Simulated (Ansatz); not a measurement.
# SiC: the cost of one run

Program: Ansatz 0.2.0. Level of theory: DFT LDA, scalar-relativistic, plane waves, PAW. These are calculated values, not measurements.

The COD entry's cell or inner coordinates are ideal or old and differ from later refinements, so a difference from it is no clean test against experiment.

11 further runs of the same task are left out: 11 set aside as unsound or not needed.

### 1 The system as given

Symmetry: F-43m, No. 216, cubic system. The conventional cell has a = 4.329 Å, b = 4.329 Å, c = 4.329 Å, α = 90.00°, β = 90.00°, γ = 90.00°. Si (site symmetry -43m) is surrounded by 4 C at 1.87 Å. C (site symmetry -43m) is surrounded by 4 Si at 1.87 Å.

Structure file:

```xyz
2
Lattice="0.0000 2.1644 2.1644 2.1644 0.0000 2.1644 2.1644 2.1644 0.0000" Properties=species:S:1:pos:R:3 pbc="T T T"
Si    0.0000    0.0000    0.0000
C     3.2466    3.2466    3.2466
```

It is the result of an earlier relaxation at this level (volume 10.14 Å³/atom; gap on the mesh: 1.30 eV).

### 2 Plan of the line

The energy is mapped over a normal mode and a strain (zone-centre modes of the cell shown).

First coordinate, amplitude of mode 6 (798 cm⁻¹), largest displacement in the unstrained cell: 11 values from −0.060 Å. Second coordinate, equal normal strain along x, y and z: 7 values from −2.50 %.

Nothing else is relaxed (the pattern is fixed in fractional coordinates). Energies count from the relaxed high-symmetry cell. Points are written as (first, second).

The modes come from a phonon run on the reference cell, made beforehand.

The patterns, per unit of each coordinate (Å):

| atom | x1 | y1 | z1 |
| --- | --- | --- | --- |
| Si1 | 0.000 | -0.428 | 0.000 |
| C2 | 0.000 | 1.000 | 0.000 |

### 3 The run at (−0.012 Å, −2.50 %)

input.yaml

```yaml
crystal:
  lattice:
    - [0.0, 2.1103002736, 2.1103002736]
    - [2.1103002736, 0.0, 2.1103002736]
    - [2.1103002736, 2.1103002736, 0.0]
  atoms:
    - { symbol: Si, position: [0.0011855404, -0.0011855404, 0.0011855404] }
    - { symbol: C, position: [0.7472278827, 0.7527721173, 0.7472278827] }
basis:
  ecutwfc: 520.0
kpoints:
  mp_grid: { grid: [12, 12, 12] }
hamiltonian:
  xc: lda
  pseudopotentials: { kind: paw, azcp: { folder: soft_1 } }
scf:
  occupations: { method: gaussian, width: 0.05 }
output:
  forces: true
  stress: true
  eigenvalues: true
```

Command:

```console
ansatz run input.yaml --threads 1 --pin off --max-ram 2048MiB --backend cpu --events-out ev --progress --plain --runs-dir out
```

What time and memory should one allow on 1 thread of Intel Xeon 6975P-C (Granite Rapids), shared host?

About 3.2 s, with a peak of 0.39 GiB.
